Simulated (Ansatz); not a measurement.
P: distorted cells

Level of theory: DFT PBE, scalar-relativistic, plane waves, PAW in Ansatz 0.2.0.

Plane waves to 420 eV, a k mesh through Γ of 12×12×8 on the computed 4-atom cell and Gaussian smearing (0.05 eV); no spin polarisation.

Reference cell:

```
P
1.0
     1.65500   -5.25000    0.00000
     1.65500    5.25000    0.00000
     0.00000    0.00000    4.38000
P
4
Cartesian
  1.6550 4.2210 3.9858
  1.6550 -1.0290 2.5842
  1.6550 -4.2210 0.3942
  1.6550 1.0290 1.7958
```

Each variant moves atoms of this cell by the vectors given, if any (Å), and then applies a symmetric strain (tensor components, Cartesian axes). The reference cell isn't relaxed at this level. Energies are per atom at zero smearing, counted from the lowest variant. Pressure is positive in compression.

1. strain (xx yy zz yz xz xy, %) -1.35 -8.01 3.33 0.00 0.00 0.00; moves: P1 (0.000, 0.031, 0.248); P2 (0.000, 0.031, -0.248); P3 (0.000, -0.031, -0.248); P4 (0.000, -0.031, 0.248)
2. strain (xx yy zz yz xz xy, %) 0.99 0.55 -1.02 2.00 0.83 -0.08; moves: P1 (-0.038, -0.009, -0.010); P2 (0.128, -0.001, 0.068); P3 (-0.013, -0.041, -0.080); P4 (-0.077, 0.051, 0.022)
3. strain (xx yy zz yz xz xy, %) 2.69 -1.86 -0.03 1.47 3.00 -0.41; moves: P1 (-0.032, -0.139, 0.289); P2 (0.209, -0.021, -0.161); P3 (-0.128, -0.044, -0.117); P4 (-0.049, 0.203, -0.011)
4. strain (xx yy zz yz xz xy, %) -2.73 -2.50 6.38 0.92 0.00 0.00; moves: P1 (0.000, -0.070, -0.010); P2 (0.000, -0.010, -0.037); P3 (0.000, 0.081, 0.037); P4 (0.000, -0.001, 0.010)
5. strain (xx yy zz yz xz xy, %) -0.55 -0.92 0.76 0.00 0.00 0.00; moves: P1 (0.000, -0.037, -0.048); P2 (0.000, -0.037, 0.048); P3 (0.000, 0.037, 0.048); P4 (0.000, 0.037, -0.048)
6. no strain; moves: P2 (0.000, 0.000, 0.375)
7. strain (xx yy zz yz xz xy, %) -5.73 -0.14 -2.33 0.34 -0.81 0.35; moves: P1 (-0.088, -0.167, 0.055); P2 (0.080, -0.103, 0.159); P3 (-0.223, 0.077, -0.092); P4 (0.231, 0.193, -0.121)
8. strain (xx yy zz yz xz xy, %) 8.31 0.89 3.73 0.00 0.00 0.00; moves: P1 (0.000, 0.030, -0.003); P2 (0.000, 0.030, 0.003); P3 (0.000, -0.030, 0.003); P4 (0.000, -0.030, -0.003)
9. strain (xx yy zz yz xz xy, %) 3.07 0.55 -7.19 0.00 0.00 0.00; moves: P1 (0.000, 0.091, -0.042); P2 (0.000, 0.091, 0.042); P3 (0.000, -0.091, 0.042); P4 (0.000, -0.091, -0.042)
10. strain (xx yy zz yz xz xy, %) 1.01 0.48 -0.44 0.41 -1.00 0.50; moves: P1 (-0.173, -0.009, 0.056); P2 (0.178, -0.088, -0.045); P3 (-0.064, 0.013, 0.007); P4 (0.060, 0.084, -0.019)
11. strain (xx yy zz yz xz xy, %) 1.61 3.41 2.81 0.42 0.97 -0.37; moves: P1 (0.006, 0.027, -0.098); P2 (0.020, -0.104, 0.081); P3 (0.083, 0.173, -0.036); P4 (-0.110, -0.096, 0.052)
12. strain (xx yy zz yz xz xy, %) 5.22 -6.07 -1.49 0.00 0.00 0.00; moves: P1 (0.033, -0.053, 0.136); P2 (-0.033, -0.053, -0.136); P3 (0.033, 0.053, -0.136); P4 (-0.033, 0.053, 0.136)

```csv
variant,ΔE (meV/atom),P (GPa),largest force (eV/Å),gap on mesh (eV),space group
1,794.5,17.76,7.73,0,Cmce
2,?,?,?,?,?
3,188.2,-2.45,2.27,0,P1
4,0.0,4.24,1.16,0,Cm
5,59.1,7.94,2.23,0,Cmce
6,?,?,?,?,?
7,766.7,27.55,11.61,0,P1
8,?,?,?,?,?
9,?,?,?,?,?
10,173.6,6.08,3.95,0,P1
11,104.1,0.68,3.12,0.20,P1
12,118.4,1.54,2.26,0,C222_1
```

Task: Give the withheld rows.

Result:
| variant | ΔE (meV/atom) | P (GPa) | largest force (eV/Å) | gap on mesh (eV) | space group |
| --- | --- | --- | --- | --- | --- |
| 2 | 71.0 | 6.19 | 3.58 | 0.07 | P1 |
| 6 | 350.1 | 14.18 | 6.78 | 0 | Cm |
| 8 | 32.9 | -1.63 | 0.75 | 0.18 | Cmce |
| 9 | 264.0 | 17.94 | 3.02 | 0 | Cmce |

Each cell of P holds layers, and where no dispersion correction was added their binding is poorly described.